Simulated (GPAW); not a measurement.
# Al in GPAW: a series of runs

The runs below take Al through single point, with PBEsol.

Everything below comes from runs of GPAW 26.7.0. Logs are shortened: lines on timing, memory, paths and dates and some standing lists are left out, and cuts for length are marked. The log counts tension as positive stress, the text compression.

## 1. The cell of the first run

The cell holds a slab with vacuum, 2 atoms: a = 2.827 Å, b = 2.827 Å, c = 17.296 Å, α = 90.00°, β = 90.00°, γ = 120.00°.

The slab is cut from a database's or a generator's crystal, which needn't be the stable form of the element.

## 2. Single point, PBEsol (the (0 0 1) slab of Al, cut from the database cell, not relaxed)

Input file run.py:

```python
import numpy as np
from ase.dft.bandgap import bandgap
from ase.io import read, write
from gpaw import GPAW, PW, setup_paths

setup_paths.insert(0, '.')

atoms = read('Al.xyz')
atoms.pbc = (True, True, False)

calc = GPAW(mode=PW(450),
            xc='PBEsol',
            kpts={'size': (11, 11, 1), 'gamma': True},
            occupations={'name': 'fermi-dirac', 'width': 0.05},
            nbands=10,
            convergence={'density': 1e-05, 'energy': 1e-05},
            maxiter=150,
            poissonsolver={'dipolelayer': 'xy'},
            txt='gpaw.txt')
atoms.calc = calc
energy = atoms.get_potential_energy()
forces = atoms.get_forces()
calc.write('gs.gpw')
write('result.traj', atoms)
print(f'Energy: {energy:.6f} eV')
print('Forces (eV/A):')
print(forces.round(4))
print('Fermi level:', round(calc.get_fermi_level(), 4), 'eV')
print(f'Gap: {bandgap(calc)[0]:.4f} eV, direct: {bandgap(calc, direct=True)[0]:.4f} eV')

v = calc.get_electrostatic_potential().mean(axis=(0, 1))
z = np.arange(len(v)) * atoms.cell[2, 2] / len(v)
ef = calc.get_fermi_level()
np.savetxt('planar.dat', np.c_[z, v], fmt='%.4f')
below, above = np.interp([1.5, atoms.cell[2, 2] - 1.5], z, v) - ef
print(f'Work functions: bottom {below:.4f} eV, top {above:.4f} eV')
print('Dipole moment:', *calc.get_dipole_moment().round(5), 'e A')
```

Input file Al.xyz:

```xyz
2
Lattice="2.8270770242 -0.0000000000 0.0000000000 -1.4135385121 2.4483205214 0.0000000000 0.0000000000 0.0000000000 17.2964980000" Properties=species:S:1:pos:R:3 pbc="T T T"
Al     0.0000000000      1.6322136646      7.4999999996
Al     0.0000000000      0.0000000000      9.7964982667
```

Potentials or basis: PAW data sets generated in the run's folder for this functional, pw.

Run with:

```console
gpaw-setup -f PBEsol Al
OMP_NUM_THREADS=1 python run.py
```

gpaw.txt:

```text
__  _  _
 | _ |_)|_||  |
 |__||  | ||/\| - 26.7.0

Input parameters:
  mode=PW(ecut=450.00000000000006),
  convergence={'density': 1e-05, 'energy': 1e-05},
  kpts=MonkhorstPack(size=(11, 11, 1), gamma=True),
  maxiter=150,
  nbands=10,
  occupations=Occupations(name='fermi-dirac', width=0.05),
  poissonsolver=PoissonSolver(dipolelayer='xy'),
  xc=XC(name='PBEsol')

Diagonalizing LCAO Hamiltonian
Converting LCAO to pw mode

       Al

        Al

Atoms  # Å, Bohr magnetons
|   | symbol |        x |        y |        z |    initial magnetic moments |
|---|--------|----------|----------|----------|-----------------------------|
| 0 |     Al | 0.000000 | 1.632214 | 7.500000 | ( 0.0000,  0.0000,  0.0000) |
| 1 |     Al | 0.000000 | 0.000000 | 9.796498 | ( 0.0000,  0.0000,  0.0000) |

Unit cell  # Å
| periodic |         x |         y |         z |   lengths |     angles |
|----------|-----------|-----------|-----------|-----------|------------|
|      yes |  2.827077 | -0.000000 |  0.000000 |  2.827077 |  90.000000 |
|      yes | -1.413539 |  2.448321 |  0.000000 |  2.827077 |  90.000000 |
|       no |  0.000000 |  0.000000 | 17.296498 | 17.296498 | 120.000000 |

Number of symmetries: 6
Symmetry operations  # r_c * U_cc + t_c -> r_c
|   | kind |            matrix            |
|---|------|------------------------------|
| 0 |  σ   |  1, 1, 0,  0,-1, 0,  0, 0, 1 |
| 1 |  E   |  1, 0, 0,  0, 1, 0,  0, 0, 1 |
| 2 |  C3  |  0, 1, 0, -1,-1, 0,  0, 0, 1 |
| 3 |  σ   |  0,-1, 0, -1, 0, 0,  0, 0, 1 |
| 4 |  σ   | -1, 0, 0,  1, 1, 0,  0, 0, 1 |
| 5 |  C3  | -1,-1, 0,  1, 0, 0,  0, 0, 1 |

BZ-sampling:
  Number of BZ points: 121
  Number of IBZ points: 16

  Monkhorst-Pack size: [11, 11, 1]
  Monkhorst-Pack shift: [0, 0, 0]

K-points  # in reciprocal-cell coordinates
|     |                                coordinates |     weight |
|-----|--------------------------------------------|------------|
|   0 | (  0.00000000,   0.00000000,   0.00000000) | 0.00826446 |
|   1 | (  0.09090909,   0.00000000,   0.00000000) | 0.04958678 |
|   2 | (  0.18181818,  -0.09090909,   0.00000000) | 0.04958678 |
|   3 | (  0.18181818,   0.00000000,   0.00000000) | 0.04958678 |
|   4 | (  0.27272727,  -0.09090909,   0.00000000) | 0.09917355 |
|   5 | (  0.27272727,   0.00000000,   0.00000000) | 0.04958678 |
|   6 | (  0.36363636,  -0.18181818,   0.00000000) | 0.04958678 |
|   7 | (  0.36363636,  -0.09090909,   0.00000000) | 0.09917355 |
|   8 | (  0.36363636,   0.00000000,   0.00000000) | 0.04958678 |
|   9 | (  0.36363636,   0.36363636,   0.00000000) | 0.04958678 |
| ... |                                            |            |
|  15 | (  0.45454545,   0.45454545,   0.00000000) | 0.04958678 |

Plane wave coefficients: 2627
Cutoff: 450.00000000000006 eV

Spin-components: 1 (collinear spins)
Bands:           10
Projectors:      10
Spin-degeneracy: 2
Datatype:        complex128

Parallelization:
  kpt:    1
  domain: 1
  band:   1

Density:
  Valence electrons: 6.0
  Components: 1
  Grid points: [14 14 90]
  Charge: 0.0  # |e|

Potential:
  Grid points: [14 14 90]

species:
  Al:
    name:    Aluminium
    Z:       13.0
    valence: 3
    core:    10
    charge:  0.0  # [|e|]
    compensation charges:
      type: gauss
      rc: 0.34  # [Å]
      lmax: 2
    cutoffs:
      filter: 1.91  # [Å]
      core: 2.36  # [Å]
    projectors
    | kind |    occ | energy [eV] | rcut [Å] |
    |------|--------|-------------|----------|
    |   3s |  2.000 |      -7.715 |    1.085 |
    |   3p |  1.000 |      -2.689 |    1.085 |
    |    s |        |      19.497 |    1.085 |
    |    p |        |      24.522 |    1.085 |
    |    d |        |       0.000 |    1.085 |

    Using partial waves for Al as LCAO basis

Reference energy: -13180.255454  # eV

eigensolver:
  PPCG
  Converge bands: occupied
  niter=2

density mixing:
  MSR1-Mixer
  Pratt-step length: 0.05
  Maximum mixing coefficient: 0.75
  Old densities: 10
  SVD Regularization: 0.005
  Good broyden scale: 1.0
  Trust region scale: 1.0
  Backstep threshold: 4.0
  History deletion threshold: 6.0
  Fourier metric: weight=20.0, sigma=0.015

occupation numbers:
  Fermi-Dirac:
    width: 0.0500  # eV

<gpaw.new.pw.poisson.DipoleLayerPWPoissonSolver object>
xc functional:
  name: PBEsol with 2 nearest neighbor stencil

convergence criteria:
- Maximum integral of absolute [dens]ity change: 1e-05 electrons / valence electron
- Maximum [total energy] change in last 3 cyles: 1e-05 eV / valence electron
- Maximum integral of absolute [eigenst]ate change: 4e-08 eV^2 / valence electron
maximum number of iterations: 150

SCF iterations
|iter     | |      energy | eigst |  dens |
|---------|-|-------------|-------|-------|
|iter:   1| |   -7.505541 | +0.01 |       |
|iter:   2| |   -7.461896 | -1.36 | -0.81 |
|iter:   3| |   -7.353273 | -2.17 | -0.86 |
|iter:   4| |   -7.344965 | -3.00 | -1.35 |
|iter:   5| |   -7.343347 | -3.52 | -1.56 |
|iter:   6| |   -7.345024 | -4.58 | -2.49 |
|iter:   7| |   -7.343446 | -5.29 | -2.06 |
|iter:   8| |   -7.343418 | -6.08 | -2.86 |
|iter:   9| |   -7.343414c| -7.27 | -3.93 |
|iter:  10| |   -7.343414c| -7.85c| -4.58 |
|iter:  11| |   -7.343414c| -8.32c| -5.19c|

Converged in 11 steps
Energy contributions relative to reference atoms: (reference = -13180.255454)

Energy contributions:
  Kinetic:           5.777134
  Coulomb:          -3.126144
  Zero:             -0.009277
  External:          0.000000
  Xc:               -9.980983
  Entropy:          -0.008288
  Spinorbit:         0.000000
  ----------------------------
  Free energy:      -7.347558
  Extrapolated:     -7.343414

dipole moment: (-4.516550, -3.010693, -0.000009)  # |e|*Ang

Fermi level: -1.166
Eigenvalues  # (at kpt = [0.000, 0.000, 0.000])
| band index |      eig [eV] | occ [0-2] |
|------------|---------------|-----------|
|          0 |       -11.285 |     2.000 |
|          1 |        -7.999 |     2.000 |
|          2 |        -3.739 |     2.000 |
|          3 |         0.619 |     0.000 |
|          4 |         2.647 |     0.000 |
|          5 |         3.796 |     0.000 |
|          6 |         3.897 |     0.000 |
|          7 |         6.620 |     0.000 |
|          8 |         6.642 |     0.000 |
|          9 |        10.414 |     0.000 |

No gap
No difference between direct/indirect transitions
vacuum-level: 3.217  # V
Workfunctions: 4.382, 4.382 eV (top, bottom)

Forces  # eV/Ang
|       x |       y |        z |
|---------|---------|----------|
| 0.00000 | 0.00000 | -0.26500 |  # Al   0
| 0.00000 | 0.00000 |  0.26505 |  # Al   1

# Writing to gs.gpw (mode='')
```

Wall time 20 s (1 thread of Intel Xeon at 2.50GHz (Skylake/Cascade Lake), shared host); peak memory 0.15 GiB.

What came out:

- Free energy: -7.3476 eV
- Largest force: 0.265 eV/Å
- Band gap on the k mesh: none (metal or under the smearing width)
- Dipole across the slab: 0.00 e·Å
- Work function of the upper face: 4.38 eV
- Work function of the lower face: 4.38 eV

Forces in eV/Å, atoms in the order of the input:
```
Al   0.000  0.000 -0.265
Al   0.000  0.000  0.265
```

## 3. Single point, PBEsol (the (0 0 1) slab of Al, cut from the database cell, not relaxed)

Edit run.py of step 2 so:

```diff
@@ -14,3 +14,3 @@
             occupations={'name': 'fermi-dirac', 'width': 0.05},
-            nbands=10,
+            nbands=13,
             convergence={'density': 1e-05, 'energy': 1e-05},
```

Input file Al.xyz:

```xyz
3
Lattice="2.8270770242 -0.0000000000 0.0000000000 -1.4135385121 2.4483205214 0.0000000000 0.0000000000 0.0000000000 19.5929970000" Properties=species:S:1:pos:R:3 pbc="T T T"
Al     0.0000000000      1.6322136646      7.5000000006
Al     0.0000000000      0.0000000000      9.7964982668
Al     1.4135385121      0.8161068568     12.0929965350
```

Potentials or basis: PAW data sets generated in the run's folder for this functional, pw.

Run with:

```console
gpaw-setup -f PBEsol Al
OMP_NUM_THREADS=1 python run.py
```

gpaw.txt:

```text
__  _  _
 | _ |_)|_||  |
 |__||  | ||/\| - 26.7.0

Input parameters:
  mode=PW(ecut=450.00000000000006),
  convergence={'density': 1e-05, 'energy': 1e-05},
  kpts=MonkhorstPack(size=(11, 11, 1), gamma=True),
  maxiter=150,
  nbands=13,
  occupations=Occupations(name='fermi-dirac', width=0.05),
  poissonsolver=PoissonSolver(dipolelayer='xy'),
  xc=XC(name='PBEsol')

Diagonalizing LCAO Hamiltonian
Converting LCAO to pw mode

           Al

       Al

        Al

Atoms  # Å, Bohr magnetons
|   | symbol |        x |        y |         z |    initial magnetic moments |
|---|--------|----------|----------|-----------|-----------------------------|
| 0 |     Al | 0.000000 | 1.632214 |  7.500000 | ( 0.0000,  0.0000,  0.0000) |
| 1 |     Al | 0.000000 | 0.000000 |  9.796498 | ( 0.0000,  0.0000,  0.0000) |
| 2 |     Al | 1.413539 | 0.816107 | 12.092997 | ( 0.0000,  0.0000,  0.0000) |

Unit cell  # Å
| periodic |         x |         y |         z |   lengths |     angles |
|----------|-----------|-----------|-----------|-----------|------------|
|      yes |  2.827077 | -0.000000 |  0.000000 |  2.827077 |  90.000000 |
|      yes | -1.413539 |  2.448321 |  0.000000 |  2.827077 |  90.000000 |
|       no |  0.000000 |  0.000000 | 19.592997 | 19.592997 | 120.000000 |

Number of symmetries: 12
Symmetry operations  # r_c * U_cc + t_c -> r_c
|    | kind |            matrix            |
|----|------|------------------------------|
|  0 |  σ   |  1, 1, 0,  0,-1, 0,  0, 0, 1 |
|  1 |  S6  |  1, 1, 0, -1, 0, 0,  0, 0,-1 |
|  2 |  E   |  1, 0, 0,  0, 1, 0,  0, 0, 1 |
|  3 |  C2  |  1, 0, 0, -1,-1, 0,  0, 0,-1 |
|  4 |  C2  |  0, 1, 0,  1, 0, 0,  0, 0,-1 |
|  5 |  C3  |  0, 1, 0, -1,-1, 0,  0, 0, 1 |
|  6 |  S6  |  0,-1, 0,  1, 1, 0,  0, 0,-1 |
|  7 |  σ   |  0,-1, 0, -1, 0, 0,  0, 0, 1 |
|  8 |  σ   | -1, 0, 0,  1, 1, 0,  0, 0, 1 |
|  9 |  i   | -1, 0, 0,  0,-1, 0,  0, 0,-1 |
| 10 |  C3  | -1,-1, 0,  1, 0, 0,  0, 0, 1 |
| 11 |  C2  | -1,-1, 0,  0, 1, 0,  0, 0,-1 |

BZ-sampling:
  Number of BZ points: 121
  Number of IBZ points: 16

  Monkhorst-Pack size: [11, 11, 1]
  Monkhorst-Pack shift: [0, 0, 0]

K-points  # in reciprocal-cell coordinates
|     |                                coordinates |     weight |
|-----|--------------------------------------------|------------|
|   0 | (  0.00000000,   0.00000000,   0.00000000) | 0.00826446 |
|   1 | (  0.09090909,   0.00000000,   0.00000000) | 0.04958678 |
|   2 | (  0.18181818,  -0.09090909,   0.00000000) | 0.04958678 |
|   3 | (  0.18181818,   0.00000000,   0.00000000) | 0.04958678 |
|   4 | (  0.27272727,  -0.09090909,   0.00000000) | 0.09917355 |
|   5 | (  0.27272727,   0.00000000,   0.00000000) | 0.04958678 |
|   6 | (  0.36363636,  -0.18181818,   0.00000000) | 0.04958678 |
|   7 | (  0.36363636,  -0.09090909,   0.00000000) | 0.09917355 |
|   8 | (  0.36363636,   0.00000000,   0.00000000) | 0.04958678 |
|   9 | (  0.36363636,   0.36363636,   0.00000000) | 0.04958678 |
| ... |                                            |            |
|  15 | (  0.45454545,   0.45454545,   0.00000000) | 0.04958678 |

Plane wave coefficients: 2973
Cutoff: 450.00000000000006 eV

Spin-components: 1 (collinear spins)
Bands:           13
Projectors:      15
Spin-degeneracy: 2
Datatype:        complex128

Parallelization:
  kpt:    1
  domain: 1
  band:   1

Density:
  Valence electrons: 9.0
  Components: 1
  Grid points: [14 14 96]
  Charge: 0.0  # |e|

Potential:
  Grid points: [14 14 96]

species:
  Al:
    name:    Aluminium
    Z:       13.0
    valence: 3
    core:    10
    charge:  0.0  # [|e|]
    compensation charges:
      type: gauss
      rc: 0.34  # [Å]
      lmax: 2
    cutoffs:
      filter: 1.91  # [Å]
      core: 2.36  # [Å]
    projectors
    | kind |    occ | energy [eV] | rcut [Å] |
    |------|--------|-------------|----------|
    |   3s |  2.000 |      -7.715 |    1.085 |
    |   3p |  1.000 |      -2.689 |    1.085 |
    |    s |        |      19.497 |    1.085 |
    |    p |        |      24.522 |    1.085 |
    |    d |        |       0.000 |    1.085 |

    Using partial waves for Al as LCAO basis

Reference energy: -19770.383181  # eV

eigensolver:
  PPCG
  Converge bands: occupied
  niter=2

density mixing:
  MSR1-Mixer
  Pratt-step length: 0.05
  Maximum mixing coefficient: 0.75
  Old densities: 10
  SVD Regularization: 0.005
  Good broyden scale: 1.0
  Trust region scale: 1.0
  Backstep threshold: 4.0
  History deletion threshold: 6.0
  Fourier metric: weight=20.0, sigma=0.015

occupation numbers:
  Fermi-Dirac:
    width: 0.0500  # eV

<gpaw.new.pw.poisson.DipoleLayerPWPoissonSolver object>
xc functional:
  name: PBEsol with 2 nearest neighbor stencil

convergence criteria:
- Maximum integral of absolute [dens]ity change: 1e-05 electrons / valence electron
- Maximum [total energy] change in last 3 cyles: 1e-05 eV / valence electron
- Maximum integral of absolute [eigenst]ate change: 4e-08 eV^2 / valence electron
maximum number of iterations: 150

SCF iterations
|iter     | |      energy | eigst |  dens |
|---------|-|-------------|-------|-------|
|iter:   1| |  -11.685148 | -0.05 |       |
|iter:   2| |  -11.614074 | -1.45 | -0.84 |
|iter:   3| |  -11.509454 | -2.45 | -0.90 |
|iter:   4| |  -11.493986 | -2.98 | -1.22 |
|iter:   5| |  -11.493941 | -3.84 | -1.86 |
|iter:   6| |  -11.493926c| -5.08 | -2.69 |
|iter:   7| |  -11.493917c| -5.92 | -3.09 |
|iter:   8| |  -11.493917c| -7.00 | -3.89 |
|iter:   9| |  -11.493918c| -7.65c| -4.48 |
|iter:  10| |  -11.493918c| -8.19c| -5.33c|

Converged in 10 steps
Energy contributions relative to reference atoms: (reference = -19770.383181)

Energy contributions:
  Kinetic:          12.607818
  Coulomb:          -7.558033
  Zero:             -0.017491
  External:          0.000000
  Xc:              -16.522713
  Entropy:          -0.006998
  Spinorbit:         0.000000
  ----------------------------
  Free energy:     -11.497417
  Extrapolated:    -11.493918

dipole moment: (-2.428957, -4.207077, -0.000017)  # |e|*Ang

Fermi level: 0.158
Eigenvalues  # (at kpt = [0.000, 0.000, 0.000])
| band index |      eig [eV] | occ [0-2] |
|------------|---------------|-----------|
|          0 |       -10.676 |     2.000 |
|          1 |        -8.940 |     2.000 |
|          2 |        -6.188 |     2.000 |
|          3 |        -3.079 |     2.000 |
|          4 |         0.507 |     0.002 |
|          5 |         3.108 |     0.000 |
|          6 |         3.875 |     0.000 |
|          7 |         5.268 |     0.000 |
|          8 |         5.275 |     0.000 |
|          9 |         8.052 |     0.000 |
|         10 |         8.156 |     0.000 |
|         11 |        11.577 |     0.000 |
|         12 |        11.577 |     0.000 |

No gap
No difference between direct/indirect transitions
vacuum-level: 4.088  # V
Workfunctions: 3.929, 3.929 eV (top, bottom)

Forces  # eV/Ang
|        x |        y |        z |
|----------|----------|----------|
|  0.00000 |  0.00000 | -0.16888 |  # Al   0
|  0.00000 | -0.00000 |  0.00000 |  # Al   1
| -0.00000 |  0.00000 |  0.16888 |  # Al   2

# Writing to gs.gpw (mode='')
```

stdout:

```text
Energy: -11.493918 eV
Forces (eV/A):
[[ 0.      0.     -0.1689]
 [ 0.     -0.      0.    ]
 [-0.      0.      0.1689]]
Fermi level: 0.1584 eV
Gap: 0.0000 eV, direct: 0.0000 eV
Work functions: bottom 3.9292 eV, top 3.9293 eV
Dipole moment: -2.42896 -4.20708 -2e-05 e A
```

Run time: 25 s. Hardware: 1 thread of Intel Xeon at 2.50GHz (Skylake/Cascade Lake), shared host; peak memory 0.16 GiB.

What came out:

* Free energy: -11.4974 eV
* Largest force: 0.169 eV/Å
* Band gap on the k mesh: none (metal or under the smearing width)
* Dipole across the slab: 0.00 e·Å
* Work function of the upper face: 3.93 eV
* Work function of the lower face: 3.93 eV

Forces in eV/Å, atoms in the order of the input:
```
Al   0.000  0.000 -0.169
Al   0.000  0.000  0.000
Al   0.000  0.000  0.169
```

Levels at points of the mesh, in eV from the Fermi level:
| k point | band 1 | band 2 | band 3 | band 4 | band 5 | band 6 | band 7 | band 8 |
| --- | --- | --- | --- | --- | --- | --- | --- | --- |
| (0.00, 0.00, 0.00) | -10.83 | -9.10 | -6.35 | -3.24 | 0.35 | 2.95 | 3.72 | 5.11 |

## 4. Single point, PBEsol (the (0 0 1) slab of Al, cut from the database cell, not relaxed)

Edit run.py of step 3 so:

```diff
@@ -14,3 +14,3 @@
             occupations={'name': 'fermi-dirac', 'width': 0.05},
-            nbands=13,
+            nbands=16,
             convergence={'density': 1e-05, 'energy': 1e-05},
```

Input file Al.xyz:

```xyz
4
Lattice="2.8270770242 -0.0000000000 0.0000000000 -1.4135385121 2.4483205214 0.0000000000 0.0000000000 0.0000000000 21.8894950000" Properties=species:S:1:pos:R:3 pbc="T T T"
Al     0.0000000000      1.6322136646      7.5000000009
Al     0.0000000000      0.0000000000      9.7964982680
Al     1.4135385121      0.8161068568     12.0929965350
Al     0.0000000000      0.0000000000     14.3894948021
```

Run with:

```console
gpaw-setup -f PBEsol Al
OMP_NUM_THREADS=1 python run.py
```

Run time: 42 s. Hardware: 1 thread of Intel Xeon at 2.50GHz (Skylake/Cascade Lake), shared host; peak memory 0.17 GiB.

Results (log left out):

| Property | Result |
| --- | --- |
| Free energy | -15.4362 eV |
| Largest force | 0.134 eV/Å |
| Band gap on the k mesh | none (metal or under the smearing width) |
| Dipole across the slab | 0.00 e·Å |
| Work function of the upper face | 4.07 eV |
| Work function of the lower face | 4.05 eV |

Forces on the atoms (eV/Å):
```
Al   0.000  0.000 -0.090
Al   0.000  0.000 -0.089
Al   0.000  0.000  0.045
Al   0.000  0.000  0.134
```

Levels at points of the mesh, in eV from the Fermi level:
```
           k point  band 4  band 5  band 6  band 7  band 8  band 9
(0.00, 0.00, 0.00)   -5.96   -3.51   -0.54    2.09    3.66    3.99
```
